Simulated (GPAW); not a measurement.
Crystal: BN.

```
N B
1.0
     0.00000    1.81300    1.81300
     1.81300    0.00000    1.81300
     1.81300    1.81300    0.00000
N B
1 1
Direct
  0.25000 0.25000 0.25000
  0.00000 0.00000 0.00000
```

The cell is a database's computed one.

| Property | Result |
| --- | --- |
| Program | GPAW 26.7.0 |
| Task | relaxation of cell and atoms |
| Functional | PBEsol |
| Dispersion | D3 |
| Potentials or basis | PAW data sets generated in the run's folder for this functional |
| Cutoff | 800 eV |
| Basis | pw |
| k mesh | 13 × 13 × 13 |
| Occupations | fermi-dirac, width 0.05 eV |
| Spin | no spin polarisation |

At the start: pressure -9.8 GPa; volume 5.96 Å³/atom.

**Question.** Where does the relaxation end?

**Answer.** Over 3 steps the energy falls by 3.5 meV/atom and the volume is 5.80 Å³/atom (-2.6 %); space group F-43m (No. 216, to 0.05 Å).

The path:
```
step  energy change (eV)  largest force (eV/Å)  pressure (GPa)  volume (Å³)
   1              0.0000                0.0000           -9.80        11.92
   2             -0.0041                0.0000           -6.95        11.83
   3             -0.0069                0.0000            0.14        11.61
```

Final structure:
```
N B
1.0
     0.00000    1.79714    1.79714
     1.79714    0.00000    1.79714
     1.79714    1.79714    0.00000
N B
1 1
Direct
  0.25000 0.25000 0.25000
  0.00000 0.00000 0.00000
```

Caveat: later steps reuse the first step's grids.
